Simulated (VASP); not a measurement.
The system is GaP.

```
CELL_PARAMETERS angstrom
1.91438 1.10527 6.35644
-1.91438 1.10527 6.35644
0.00000 -2.21054 6.35644
ATOMIC_POSITIONS crystal
Ga 0.43580 0.43580 0.43580
Ga 0.56420 0.56420 0.56420
P 0.05779 0.05779 0.05779
P 0.94221 0.94221 0.94221
```

Measurements of this composition are mostly on another form, of space group No. 216.

Base run:

| Property | Result |
| --- | --- |
| Program | VASP 6.6.1 |
| Functional | r2SCAN |
| Potentials or basis | VASP PAW PBE potentials, release 64 (Ga_d, P) |
| Cutoff | 520 eV |
| k mesh | 9 × 9 × 9 |
| Occupations | gaussian, width 0.02 eV |
| Spin | no spin polarisation |

Its results: band gap on the k mesh 1.11 eV, indirect (least direct gap 1.62 eV).

Task: The run is repeated on the same cell with these changes: functional from r2SCAN to TB-mBJ. What comes out?

Result: Band gap on the k mesh 1.62 eV, indirect (least direct gap 2.07 eV).

Caveats: the mesh misses the band edges, which the band path finds closer together.
